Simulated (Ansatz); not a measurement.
## CoSi$_{2}$: work and stress of cleavage

Computed with DFT PBE, scalar-relativistic, plane waves, PAW in Ansatz. Cutoff 420 eV, Γ-centred 14×14×5 k-points, Gaussian smearing of 0.15 eV. No spin polarisation. A magnetic state may lie lower. Energies are free energies at this smearing, counted from the undisturbed cell; pressure is positive in compression.

Reference structure (relaxed at this level):

```
CELL_PARAMETERS angstrom
2.67994 -2.67994 0.00000
2.67994 0.00000 -2.67994
5.35988 5.35988 5.35988
ATOMIC_POSITIONS crystal
Co 0.00000 0.00000 0.95835
Co 0.33333 0.33333 0.62502
Co 0.66667 0.66667 0.29168
Si 0.66667 0.66667 0.54168
Si 0.00000 0.00000 0.20835
Si 0.33333 0.33333 0.87502
Si 0.66667 0.66667 0.04168
Si 0.00000 0.00000 0.70835
Si 0.33333 0.33333 0.37502
```

The cut lies on the cell's a–b face, a (1 1 1) plane (indices in the standard cell, whose axes needn't be the Cartesian ones shown) of area 12.44 Å², between layers 0.77 Å apart. Vector c is lengthened by d along the normal with the atoms' Cartesian places fixed: one unrelaxed cut a cell. The traction is positive where the two halves pull on each other.

```csv
d (Å),energy (J/m²),traction (GPa)
0.00,0.00,-0.1
0.50,1.01,29.5
1.00,2.42,25.8
2.00,4.19,9.8
3.00,4.74,2.6
6.00,4.91,0.1
```

Task: What are the work of separation and the cleavage stress, and do they fit the universal binding curve?

Result: The energy levels off near W ≈ 4.91 J/m² (the traction is down to 0.1 GPa), the energy of the two unrelaxed faces, 2.46 J/m² each on average. The largest sampled traction is 29.5 GPa at d = 0.50 Å, and a parabola through it and its two neighbours peaks at σ_max ≈ 32.0 GPa, d ≈ 0.69 Å. The curve E = W[1 − (1 + d/ℓ)exp(−d/ℓ)] peaks in traction at d = ℓ with σ_max = W/(eℓ); with 1 J/m² per Å = 10 GPa this W and σ_max give ℓ = 0.56 Å. A parabola through that curve at the same three d peaks at 0.68 Å, against 0.69 Å here, a fair fit. Real crystals break at far lower stress, because cracks concentrate it, and on the plane of lowest W, which needn't be this one.

The cut is rigid; relaxing the faces lowers these energies and usually the stresses.

In a metal these slopes depend on the k mesh and the smearing.

Cost: 6 runs of about 6.7 core-minutes in all, on AMD EPYC 7R43 (Zen 3) (shared hosts).